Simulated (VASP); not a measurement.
# SnSe2 (P-3m1) in VASP: a series of runs

Runs on SnSe2. Level: LDA. Tasks: single point.

All numbers are computed with VASP 6.6.1; they aren't measurements. Logs are shortened: lines on timing, memory, paths and dates and some standing lists are left out, and cuts for length are marked.

### 1 The structure

Symmetry: P-3m1, No. 164, trigonal system. The conventional cell has a = 3.811 Å, b = 3.811 Å, c = 6.136 Å, α = 90.00°, β = 90.00°, γ = 120.00°. Sn (site symmetry -3m) has 6 Se at 2.68 Å as nearest neighbours. Se (site symmetry 3m) has 3 Sn at 2.68 Å as nearest neighbours.

### 2 Single point, LDA

Input file INCAR:

```
SYSTEM = SnSe2
PREC     = Accurate       ! precision mode
ENCUT    = 700            ! plane-wave cutoff, eV
EDIFF    = 1E-7           ! SCF threshold, eV
ISMEAR   = 0              ! smearing method
SIGMA    = 0.05           ! smearing width, eV
LREAL    = .False.        ! projectors in reciprocal space
LASPH    = .True.         ! aspherical terms in the spheres
NELM     = 100            ! most SCF steps
ALGO     = Normal         ! electronic algorithm
ISIF     = 2              ! what is computed and relaxed
LWAVE    = .False.        ! write WAVECAR
LCHARG   = .False.        ! write CHGCAR
NBANDS   = 20             ! bands
ADDGRID  = .False.
```

Input file KPOINTS:

```
regular mesh
0
Gamma
  5 5 3
  0 0 0
```

Input file POSCAR:

```
SnSe2
1.0
    3.8110000000      0.0000000000      0.0000000000
   -1.9055000000      3.3004228138      0.0000000000
    0.0000000000      0.0000000000      6.1360000000
Sn Se
1 2
Direct
    0.0255860000      0.0074750000      0.0043360000
    0.6613810000      0.3516810000      0.7467700000
    0.3595740000      0.6870860000      0.2661230000
```

Potentials or basis: VASP PAW LDA potentials, release 64 (Sn_d, Se).

Started as:

```
cat potpaw_LDA.64/Sn_d/POTCAR potpaw_LDA.64/Se/POTCAR > POTCAR
mpirun -np 1 vasp_std > vasp.out
```

OUTCAR:

```text
SYSTEM = SnSe2
   PREC = Accurate
   ENCUT = 700
   EDIFF = 1E-7
   ISMEAR = 0
   LREAL = .False.
   LASPH = .True.
   NELM = 100
   ISIF = 2

 Found     38 irreducible k-points:

 Following reciprocal coordinates:
            Coordinates               Weight
  0.000000  0.000000  0.000000      1.000000
  0.200000 -0.000000  0.000000      2.000000
  0.000000  0.200000  0.000000      2.000000
 -0.200000  0.200000  0.000000      2.000000
  0.400000 -0.000000  0.000000      2.000000
  0.000000  0.400000  0.000000      2.000000
   k-points           NKPTS =     38   k-points in BZ     NKDIM =     38   number of bands    NBANDS=     20
   number of dos      NEDOS =    301   number of ions     NIONS =      3
   total plane-waves  NPLWV =  69984
   dimension x,y,z NGX =    36 NGY =   36 NGZ =   54
   dimension x,y,z NGXF=    72 NGYF=   72 NGZF=  108
   ions per type =               1   2
   NGX,Y,Z   is equivalent  to a cutoff of  15.70, 15.70, 14.63 a.u.
   NGXF,Y,Z  is equivalent  to a cutoff of  31.41, 31.41, 29.26 a.u.
 SYSTEM =  SnSe2
   PREC   = accura    normal or accurate (medium, high low for compatibility)
   ISTART =      0    job   : 0-new  1-cont  2-samecut
   ICHARG =      2    charge: 1-file 2-atom 10-const
   ISPIN  =      1    spin polarized calculation?
   LNONCOLLINEAR =      F non collinear calculations
   LSORBIT =      F    spin-orbit coupling
   LASPH  =      T    aspherical Exc in radial PAW
   ENCUT  =  700.0 eV  51.45 Ry    7.17 a.u.   8.22  8.22 13.24*2*pi/ulx,y,z
   NELM   =    100;   NELMIN=  2; NELMDL= -5     # of ELM steps
   EDIFF  = 0.1E-06   stopping-criterion for ELM
   LREAL  =      F    real-space projection
   EDIFFG = 0.1E-05   stopping-criterion for IOM
   NSW    =      0    number of steps for IOM
   IBRION =     -1    ionic relax: 0-MD 1-quasi-New 2-CG
   NFREE  =      0    steps in history (QN), initial steepest desc. (CG)
   ISIF   =      2    stress and relaxation
   ISYM   =      2    0-nonsym 1-usesym 2-fastsym
   POTIM  = 0.5000    time-step for ionic-motion
   TEBEG  =    0.0;   TEEND  =   0.0 temperature during run
   PSTRESS=    0.0 pullay stress
   NELECT =      26.0000    total number of electrons
   NUPDOWN=      -1.0000    fix difference up-down
   EMIN   =  10.00;   EMAX   =-10.00  energy-range for DOS
   EFERMI =   0.00;   METHOD = LEGACY
   ISMEAR =     0;   SIGMA  =   0.05  broadening in eV -4-tet -1-fermi 0-gaus
   EFERMI_NEDOS =   21; number of points for ismear=-14 and -15
   IALGO  =     38    algorithm
   IMIX   =      4    mixing-type and parameters
     AMIX     =   0.40;   BMIX     =  1.00
     AMIX_MAG =   1.60;   BMIX_MAG =  1.00
  volume/ion in A,a.u.               =      25.73       173.61
  Fermi-wavevector in a.u.,A,eV,Ry     =   1.139116  2.152617 17.654722  1.297585
  Thomas-Fermi vector in A             =   2.275820
   LORBIT       =      0    0 simple, 1 ext, 2 COOP (PROOUT), +10 PAW based schemes
   GGA     = CA    functional components
   LHFCALC =     F    Hartree Fock is set to
   AEXX    =    0.0000 exact exchange contribution
   IVDW    =     0    specifies the selected vdW correction
   LEPSILON=     F    determine dielectric tensor
   LRPA    =     F    only Hartree local field effects (RPA)
 non-spin polarized calculation
 Gauss-broadening in eV      SIGMA  =   0.05
  energy-cutoff  :      700.00
  volume of cell :       77.18
 maximum number of plane-waves:      3285
 NGX is ok and might be reduce to    36
   NGX = 17   NGY = 17   NGZ = 27

 number of electron      25.9999999 magnetization

 Free energy of the ion-electron system (eV)
  ---------------------------------------------------
  ext. energy  EPLUGINS =         0.00000000
  ---------------------------------------------------
  free energy    TOTEN  =       -13.70096023 eV

  energy without entropy =      -13.70096023  energy(sigma->0) =      -13.70096023

 E-fermi :   4.3641     XC(G=0):  -9.8230

 val. band max:        4.1589435309   @ k =   0.2000  -0.0000   0.0000
 cond. band min:       4.5682490565   @ k =   0.4000  -0.4000   0.3333
 fundamental gap:      0.4093055256
 Fermi energy:         4.3640984272

 k-point     1 :       0.0000    0.0000    0.0000
  band No.  band energies     occupation
      1     -17.0601      2.00000
      2     -17.0560      2.00000
      3     -17.0165      2.00000
      4     -17.0056      2.00000
      5     -17.0043      2.00000
      6      -9.7494      2.00000
[... 12 lines left out ...]
     19      13.0709      0.00000
     20      13.2535      0.00000

 k-point     2 :       0.2000   -0.0000    0.0000
  band No.  band energies     occupation
      1     -17.0776      2.00000
      2     -17.0433      2.00000
      3     -17.0168      2.00000
      4     -17.0033      2.00000
      5     -17.0009      2.00000
      6      -9.3657      2.00000
[... 12 lines left out ...]
     19      12.0401      0.00000
     20      13.4695      0.00000

 k-point     3 :       0.0000    0.2000    0.0000
  band No.  band energies     occupation
      1     -17.0736      2.00000
      2     -17.0470      2.00000
      3     -17.0149      2.00000
      4     -17.0055      2.00000
      5     -17.0006      2.00000
      6      -9.3650      2.00000
[... 12 lines left out ...]
     19      12.1305      0.00000
     20      13.4685      0.00000

 k-point     4 :      -0.2000    0.2000    0.0000
  band No.  band energies     occupation
      1     -17.0734      2.00000
      2     -17.0464      2.00000
      3     -17.0144      2.00000
      4     -17.0063      2.00000
      5     -17.0009      2.00000
      6      -9.3670      2.00000
[... 12 lines left out ...]
     19      12.1944      0.00000
     20      13.5005      0.00000

 k-point     5 :       0.4000   -0.0000    0.0000
  band No.  band energies     occupation
      1     -17.1094      2.00000
      2     -17.0341      2.00000
      3     -17.0286      2.00000
      4     -16.9877      2.00000
      5     -16.9809      2.00000
      6      -8.4488      2.00000
[... 12 lines left out ...]
     19      13.5743      0.00000
     20      14.5192      0.00000

 k-point     6 :       0.0000    0.4000    0.0000
  band No.  band energies     occupation
      1     -17.1044      2.00000
      2     -17.0376      2.00000
      3     -17.0267      2.00000
      4     -16.9901      2.00000
      5     -16.9812      2.00000
      6      -8.4320      2.00000
[... 12 lines left out ...]
     19      13.5923      0.00000
     20      14.4291      0.00000

 [... further k-points ...]

------------------------ aborting loop because EDIFF is reached ----------------------------------------

  FORCE on cell =-STRESS in cart. coord.  units (eV):
  Direction    XX          YY          ZZ          XY          YZ          ZX
  --------------------------------------------------------------------------------------
  -------------------------------------------------------------------------------------
  Total       -0.3651986     -0.3956809     -0.7339822      0.0751279     -0.1031085     -0.5015813
  in kB       -7.5813364     -8.2141347    -15.2370977      1.5596175     -2.1404802    -10.4125727
  external PRESSURE =     -10.3441896 kB  Pullay stress =       0.0000000 kB

 VOLUME and BASIS-vectors are now :
 -----------------------------------------------------------------------------
  energy-cutoff  :      700.00
  volume of cell :       77.18
      direct lattice vectors                 reciprocal lattice vectors
     3.811000000  0.000000000  0.000000000     0.262398321  0.151495741  0.000000000
    -1.905500000  3.300422814  0.000000000     0.000000000  0.302991482  0.000000000
     0.000000000  0.000000000  6.136000000     0.000000000  0.000000000  0.162972621

 POSITION                                       TOTAL-FORCE (eV/Angst)
 -----------------------------------------------------------------------------------
      0.08326      0.02467      0.02661        -0.374255      0.111402      0.273480
      1.85039      1.16070      4.58218         0.388569     -0.023438      0.004231
      0.06109      2.26767      1.63293        -0.014315     -0.087964     -0.277711
 -----------------------------------------------------------------------------------
    total drift:                               -0.000048     -0.000159      0.000030

  FREE ENERGIE OF THE ION-ELECTRON SYSTEM (eV)
  ---------------------------------------------------
  free  energy   TOTEN  =       -13.7009602310 eV

  energy  without entropy=      -13.7009602309  energy(sigma->0) =      -13.70096023
```

It took 47 s on 1 thread of Intel Xeon 6975P-C (Granite Rapids), shared host; peak memory 0.25 GiB.

These settings aren't checked as converged: the numbers below hold their error.

Results:

| Quantity | Value |
| --- | --- |
| Free energy | -13.7010 eV |
| Pressure | -1.0 GPa |
| Largest force | 0.477 eV/Å |
| Band gap on the k mesh | 0.41 eV, indirect (least direct gap 0.86 eV) |

Caveat: spin-orbit coupling is left out, which moves the levels of the heavy elements; an odd mesh through Γ misses points on the zone boundary, where band edges often lie.

### 3 Single point, LDA

INCAR, as its differences from that of step 2:

```diff
@@ -2,3 +2,3 @@
 PREC     = Accurate       ! precision mode
-ENCUT    = 700            ! plane-wave cutoff, eV
+ENCUT    = 400            ! plane-wave cutoff, eV
 EDIFF    = 1E-7           ! SCF threshold, eV
```

Input file KPOINTS:

```
regular mesh
0
Gamma
  7 7 4
  0 0 0
```

Input file POSCAR:

```
SnSe2
1.0
    3.8110000000      0.0000000000      0.0000000000
   -1.9055000000      3.3004228138      0.0000000000
    0.0000000000      0.0000000000      6.1360000000
Sn Se
1 2
Direct
    0.0000000000      0.0000000000      0.0000000000
    0.6666666667      0.3333333333      0.7510000000
    0.3333333333      0.6666666667      0.2490000000
```

Potentials or basis: VASP PAW LDA potentials, release 64 (Sn_d, Se).

Started as:

```
cat potpaw_LDA.64/Sn_d/POTCAR potpaw_LDA.64/Se/POTCAR > POTCAR
mpirun -np 1 vasp_std > vasp.out
```

Wall time 16 s (1 thread of Intel Xeon 6975P-C (Granite Rapids), shared host); peak memory 0.16 GiB.

The run converged, but some of its settings lie outside the range that counts as converged, so its numbers aren't taken as properties of the crystal.

What came out:

```yaml
Free_energy: -13.7516 eV
Pressure: 0.9 GPa
Largest_force: 0.504 eV/Å
Band_gap_on_the_k_mesh: 0.68 eV, indirect (least direct gap 0.90 eV)
```

Caveat: spin-orbit coupling is left out, which moves the levels of the heavy elements; an odd mesh through Γ misses points on the zone boundary, where band edges often lie.

### 4 Single point, LDA

INCAR is that of step 3.

KPOINTS is that of step 3.

Input file POSCAR:

```
SnSe2
1.0
    3.8110000000      0.0000000000      0.0000000000
   -1.9055000000      3.3004228138      0.0000000000
    0.0000000000      0.0000000000      6.1360000000
Sn Se
1 2
Direct
    0.0255860000      0.0074750000      0.0043360000
    0.6613810000      0.3516810000      0.7467700000
    0.3595740000      0.6870860000      0.2661230000
```

Started as:

```
cat potpaw_LDA.64/Sn_d/POTCAR potpaw_LDA.64/Se/POTCAR > POTCAR
mpirun -np 1 vasp_std > vasp.out
```

Run time: 44 s. Hardware: 1 thread of Intel Xeon 6975P-C (Granite Rapids), shared host; peak memory 0.22 GiB.

The run converged, but some of its settings lie outside the range that counts as converged, so its numbers aren't taken as properties of the crystal.

Results:

```yaml
Free_energy: -13.7426 eV
Pressure: -1.2 GPa
Largest_force: 0.481 eV/Å
Band_gap_on_the_k_mesh: 0.50 eV, indirect (least direct gap 0.86 eV)
```

Caveat: spin-orbit coupling is left out, which moves the levels of the heavy elements; an odd mesh through Γ misses points on the zone boundary, where band edges often lie.

### 5 Single point, LDA

INCAR, as its differences from that of step 4:

```diff
@@ -2,3 +2,3 @@
 PREC     = Accurate       ! precision mode
-ENCUT    = 400            ! plane-wave cutoff, eV
+ENCUT    = 450            ! plane-wave cutoff, eV
 EDIFF    = 1E-7           ! SCF threshold, eV
```

KPOINTS is that of step 4.

Input file POSCAR:

```
SnSe2
1.0
    3.8110000000      0.0000000000      0.0000000000
   -1.9055000000      3.3004228138      0.0000000000
    0.0000000000      0.0000000000      6.1360000000
Sn Se
1 2
Direct
    0.0000000000      0.0000000000      0.0000000000
    0.6666666667      0.3333333333      0.7510000000
    0.3333333333      0.6666666667      0.2490000000
```

Potentials or basis: VASP PAW LDA potentials, release 64 (Sn_d, Se).

Started as:

```
cat potpaw_LDA.64/Sn_d/POTCAR potpaw_LDA.64/Se/POTCAR > POTCAR
mpirun -np 1 vasp_std > vasp.out
```

OUTCAR:

```text
SYSTEM = SnSe2
   PREC = Accurate
   ENCUT = 450
   EDIFF = 1E-7
   ISMEAR = 0
   LREAL = .False.
   LASPH = .True.
   NELM = 100
   ISIF = 2

 Found     28 irreducible k-points:

 Following reciprocal coordinates:
            Coordinates               Weight
  0.000000  0.000000  0.000000      1.000000
  0.142857  0.000000  0.000000      6.000000
  0.285714 -0.000000  0.000000      6.000000
  0.428571 -0.000000  0.000000      6.000000
  0.142857  0.142857  0.000000      6.000000
  0.285714  0.142857  0.000000     12.000000
[... 217 lines left out ...]
  FORCE on cell =-STRESS in cart. coord.  units (eV):
  Direction    XX          YY          ZZ          XY          YZ          ZX
  --------------------------------------------------------------------------------------
  -------------------------------------------------------------------------------------
  Total        0.2123189      0.2123189      0.9963606      0.0000000     -0.0000000     -0.0000000
  in kB        4.4076325      4.4076325     20.6839396      0.0000000     -0.0000000     -0.0000000
  external PRESSURE =       9.8330682 kB  Pullay stress =       0.0000000 kB

 VOLUME and BASIS-vectors are now :
 -----------------------------------------------------------------------------
  energy-cutoff  :      450.00
  volume of cell :       77.18
      direct lattice vectors                 reciprocal lattice vectors
     3.811000000  0.000000000  0.000000000     0.262398321  0.151495741  0.000000000
    -1.905500000  3.300422814  0.000000000     0.000000000  0.302991482  0.000000000
     0.000000000  0.000000000  6.136000000     0.000000000  0.000000000  0.162972621

 POSITION                                       TOTAL-FORCE (eV/Angst)
 -----------------------------------------------------------------------------------
      0.00000      0.00000      0.00000         0.000000      0.000000      0.000000
      1.90550      1.10014      4.60814         0.000000     -0.000000     -0.504003
     -0.00000      2.20028      1.52786        -0.000000      0.000000      0.504003
 -----------------------------------------------------------------------------------
    total drift:                                0.000000      0.000000     -0.000000

  FREE ENERGIE OF THE ION-ELECTRON SYSTEM (eV)
  ---------------------------------------------------
  free  energy   TOTEN  =       -13.7519764247 eV

  energy  without entropy=      -13.7519764247  energy(sigma->0) =      -13.75197642
```

OSZICAR:

```text
N       E                     dE             d eps       ncg     rms          rms(c)
DAV:   1     0.191131894040E+03    0.19113E+03   -0.11273E+04  1164   0.136E+03
DAV:   2     0.748091067034E+01   -0.18365E+03   -0.17705E+03  1204   0.362E+02
DAV:   3    -0.133526159964E+02   -0.20834E+02   -0.20559E+02  1348   0.109E+02
DAV:   4    -0.140486101821E+02   -0.69599E+00   -0.69504E+00  1316   0.217E+01
DAV:   5    -0.140671522470E+02   -0.18542E-01   -0.18540E-01  1584   0.353E+00    0.536E+00
DAV:   6    -0.137911448797E+02    0.27601E+00   -0.48377E-01  1704   0.744E+00    0.342E+00
DAV:   7    -0.137556760454E+02    0.35469E-01   -0.15299E-01  1360   0.242E+00    0.939E-01
DAV:   8    -0.137522103372E+02    0.34657E-02   -0.11604E-02  1504   0.107E+00    0.274E-01
DAV:   9    -0.137519757756E+02    0.23456E-03   -0.11868E-03  1328   0.246E-01    0.817E-02
DAV:  10    -0.137519740915E+02    0.16840E-05   -0.86530E-05  1352   0.620E-02    0.293E-02
DAV:  11    -0.137519766653E+02   -0.25737E-05   -0.90889E-06  1300   0.179E-02    0.410E-03
DAV:  12    -0.137519763483E+02    0.31700E-06   -0.99860E-07  1456   0.637E-03    0.387E-03
DAV:  13    -0.137519764247E+02   -0.76404E-07   -0.29314E-07  1280   0.408E-03
   1 F= -.13751976E+02 E0= -.13751976E+02  d E =-.389759E-13
```

stdout:

```text
POSCAR found type information on POSCAR SnSe
 POSCAR found :  2 types and       3 ions
 scaLAPACK will be used
 LDA part: xc-table for (Slater(with rela. corr.)+CA(PZ))
 , standard interpolation
 POSCAR, INCAR and KPOINTS ok, starting setup
 FFT: planning ... GRIDC
 FFT: planning ... GRID_SOFT
 FFT: planning ... GRID
 WAVECAR not read
 entering main loop
```

Run time: 16 s. Hardware: 1 thread of Intel Xeon 6975P-C (Granite Rapids), shared host; peak memory 0.17 GiB.

The run converged, but some of its settings lie outside the range that counts as converged, so its numbers aren't taken as properties of the crystal.

Results:

```yaml
Free_energy: -13.7520 eV
Pressure: 1.0 GPa
Largest_force: 0.504 eV/Å
Band_gap_on_the_k_mesh: 0.68 eV, indirect (least direct gap 0.90 eV)
```

Caveat: spin-orbit coupling is left out, which moves the levels of the heavy elements; an odd mesh through Γ misses points on the zone boundary, where band edges often lie.

### 6 The reference run

An earlier run on the cell as given: functional PBEsol; potentials or basis VASP PAW PBE potentials, release 64 (Sn_d, Se); cutoff 520 eV; k mesh 8 × 8 × 5; occupations fermi-dirac, width 0.05 eV; no spin polarisation.

- Pressure: 2.6 GPa
- Largest force: 0.622 eV/Å
- Band gap on the k mesh: 0.73 eV, indirect (least direct gap 1.00 eV)
